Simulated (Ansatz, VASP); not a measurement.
One calculation of Au, two programs

```
Au
1.0
     2.82262    0.00000    0.00000
    -1.41131    2.55593    0.00000
     0.00000    0.00000   27.23292
Au
6
Cartesian
  0.0000 1.7108 7.5000
  1.4113 0.8451 9.9466
  0.0000 1.7108 12.3932
  1.4113 0.8451 14.8398
  0.0000 1.7108 17.2863
  1.4113 0.8451 19.7329
```

Alike in both runs: task single point; functional PBE; k mesh 11 × 11 × 1; occupations fermi-dirac, width 0.05 eV; no spin polarisation.

```csv
,VASP,Ansatz
version,VASP 6.6.1,Ansatz 0.2.0
potentials or method,"VASP PAW PBE potentials, release 64 (Au)",Ansatz PAW
plane-wave cutoff (eV),520,420
valence electrons in the cell,66,114
```

|  | VASP | Ansatz | Ansatz less VASP |
| --- | --- | --- | --- |
| gap on the k mesh at the Fermi level (eV) | none | none | - |
| rms of the force components (eV/Å) | 0.057 | 0.059 | +0.0019 |
| work function, face that differs most (eV) | 5.32 | 5.32 | +0.003 |

Atom by atom the forces differ by 0.002 eV/Å (rms over components). A gap of «none» marks a metal or a gap that the smearing closes. The two sets of potentials don't hold the same shells in valence.

Spin-orbit coupling is left out, which matters for the levels of Au.
